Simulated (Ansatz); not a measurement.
The system is SnTe.

```
Te Sn
1.0
     0.00000    3.15085    3.15085
     3.15085    0.00000    3.15085
     3.15085    3.15085    0.00000
Te Sn
1 1
Direct
  0.50000 0.50000 0.50000
  0.00000 0.00000 0.00000
```

Below is the output of Ansatz 0.2.0 for this cell. Logs are shortened: lines on timing, memory, paths and dates and some standing lists are left out, and cuts for length are marked.

```text
Warning: output.stress: scf.convergence.dr2_threshold = 1e-7 eV (the SCF's general default) is looser than the 2e-10 eV advised for a printed stress (1e-10 eV for each atom of the cell: 2). What an SCF threshold leaves in a stress goes as its square root, and in the free energy as the threshold itself, and one threshold admits the most on a small cell: of the crystals measured, under no hybrid functional and no lock of the moments, on runs that ended without the residual-converged pass, on stresses that held no estimate of that error, the worst erred by over 100 MPa in a component at 1e-7 eV an atom and by under 5 at 1e-10. Set scf.convergence.dr2_threshold to 2e-10 eV or tighter. The threshold is an SCF's pass mark: one that does not reach it within its budget of iterations ends unconverged, or closes short of it on a stop that the run arms, and scf.convergence.dr2_threshold's page says what that costs each kind of run
Warning: output.stress: scf.exx.energy_threshold = 1e-6 eV is looser than the 2e-8 eV advised for a stress under a hybrid functional (1e-8 eV for each atom of the cell: 2). Every SCF of the exchange loop can meet its threshold on dr2 while the loop round them stops early: no threshold on dr2 bounds what that leaves in the stress. Set scf.exx.energy_threshold to 2e-8 eV or tighter. The threshold is the loop's pass mark: a loop that does not reach it within its budget of cycles ends unconverged, and scf.exx.energy_threshold's page has the law
Warning: RAYON_NUM_THREADS=2 ignored (pool sized by the plan → 2); use --threads N
Engine: ansatz 0.2.0, x86_64-unknown-linux-gnu
Pseudopotentials: kind: paw_fr
Pseudopotential: Te, paw_fr, valence charge 16, recommended cutoff 420 eV (normal), Te.paw.azcp#standard-fr
Pseudopotential: Sn, paw_fr, valence charge 14, recommended cutoff 420 eV (normal), Sn.paw.azcp#standard-fr
Functional definition: HSE06
  parameter a = 0.25
  parameter omega = 0.11/bohr
  exchange = pbe_x - a*pbe_x_sr(omega) + a*exact_x_sr(omega)
  correlation = pbe_c
non-collinear run that drives no moment, with spin-orbit: no starting moment large enough to seed its density (crystal.atoms[].spin), no starting occupations that ask for one, no magnetisation constraint and no magnetic field, so the semilocal B_xc is pinned to zero
Crystal: 2 atoms, lattice volume = 62.562 Å³
Basis set: ecut = 420 eV, 1243 PW (Γ), exchange–correlation on 60×60×60 points (8 copies of the dense FFT grid, shifted against one another)
[... 77 lines left out ...]
  E_exx        = -81.228626  (= α·E_x^exact, valence–valence)
  E_paw        = -8826.499319  (= ΣΔE_a)
  E_vpaw       = -669.487215  (= ΣTr[D̂ρ^β])
  E_aug_tail   = -0.000162  (compensation charges beyond the density's cutoff)
  E_ewald      = -2925.490525
  E_core_change = 0.089179  (= ΣΔE_core)
  E_smearing   = -0.004821  (= −TS)
  E_closure    = 0.000003  (closes the sum)
  Σ components = -13009.092185   (vs F -13009.092185, Δ=1.82e-12)
--- Forces (eV/Å), atoms counted from 1 ---
  atom   1  Te     0.00000000     0.00000000    -0.00000000
  atom   2  Sn    -0.00000000     0.00000000    -0.00000000
  max |Σ_I F_I| component: 9.47e-30 eV/Å
--- Stress (GPa, compression-positive) ---
        0.402583       0.000000       0.000000
       -0.000000       0.402583       0.000000
        0.000000       0.000000       0.402583
  P = ⅓ Tr σ = 0.4026 GPa (4.026 kbar)
--- Band table (eV; the first three rows and the last of 8) ---
  k-point 0: bands = ["-31.0507", "-31.0507", "-31.0507", "-31.0507", "-29.5576", "-29.5576", "-29.5576", "-29.5576", "-29.5519", "-29.5519", "-15.3319", "-15.3319", "-15.3319", "-15.3319", "-14.2688", "-14.2688", "-14.2688", "-14.2688", "-14.2598", "-14.2598", "-4.7094", "-4.7094", "4.5745", "4.5745", "6.3985", "6.3985", "7.3329", "7.3329", "7.3329", "7.3329", "12.8293", "12.8293", "13.7453", "13.7453", "13.7453", "13.7453", "14.7375", "14.7375"]
  k-point 1: bands = ["-31.0506", "-31.0506", "-31.0503", "-31.0503", "-29.5575", "-29.5575", "-29.5572", "-29.5572", "-29.5516", "-29.5516", "-15.3329", "-15.3329", "-15.3309", "-15.3309", "-14.2720", "-14.2720", "-14.2678", "-14.2678", "-14.2576", "-14.2576", "-4.1445", "-4.1445", "2.1578", "2.1578", "6.7658", "6.7658", "7.4403", "7.4403", "8.6230", "8.6230", "11.0232", "11.0232", "11.6466", "11.6466", "11.6934", "11.6934", "15.1591", "15.1591"]
  k-point 2: bands = ["-31.0505", "-31.0505", "-31.0500", "-31.0500", "-29.5575", "-29.5575", "-29.5568", "-29.5568", "-29.5513", "-29.5513", "-15.3340", "-15.3340", "-15.3298", "-15.3298", "-14.2753", "-14.2753", "-14.2669", "-14.2669", "-14.2553", "-14.2553", "-3.2553", "-3.2553", "0.2325", "0.2325", "7.0203", "7.0203", "7.6703", "7.6703", "9.5849", "9.5849", "9.7758", "9.7758", "10.0839", "10.0839", "10.3103", "10.3103", "17.9334", "17.9334"]
  k-point 7: bands = ["-31.0502", "-31.0502", "-31.0501", "-31.0501", "-29.5572", "-29.5572", "-29.5570", "-29.5570", "-29.5510", "-29.5510", "-15.3325", "-15.3325", "-15.3307", "-15.3307", "-14.2748", "-14.2748", "-14.2686", "-14.2686", "-14.2533", "-14.2533", "-2.8047", "-2.8047", "1.3752", "1.3752", "3.9423", "3.9423", "4.1273", "4.1273", "8.5519", "8.5519", "10.6647", "10.6647", "14.5442", "14.5442", "14.7640", "14.7640", "16.2768", "16.2768"]
```

What input gives this log?

Single point with HSE06, spin-orbit coupling, no magnetisation. The files as run (others can give the same):

input.yaml
```yaml
crystal:
  lattice:
    - [0.0, 3.15085, 3.15085]
    - [3.15085, 0.0, 3.15085]
    - [3.15085, 3.15085, 0.0]
  atoms:
    - { symbol: Te, position: [0.5, 0.5, 0.5] }
    - { symbol: Sn, position: [0.0, 0.0, 0.0] }
hamiltonian:
  xc: hse06
  pseudopotentials: { kind: paw_fr }
magnetization:
  noncollinear: true
  spin_orbit: true
kpoints:
  mp_grid: { grid: [4, 4, 4] }
scf:
  occupations: { method: fermi_dirac, width: 0.05 }
output:
  forces: true
  stress: true
  eigenvalues: true
  write_density: true
  write_potential: true
  elf: true
  volumetric_format: npy
```

Potentials or basis: Ansatz PAW.
Run with:
```sh
$ ansatz run input.yaml --threads 2 --pin off --max-ram 5632MiB --backend cpu --events-out ev --progress --plain --runs-dir out
```

Caveat: the k mesh is coarse (spacing up to 0.43 Å⁻¹), so the values aren't converged, least of all with exact exchange; the PAW data sets come from PBE, with cores solved anew for the run's functional, which leaves a small shift of forces and pressure; the thresholds are loose for stress.
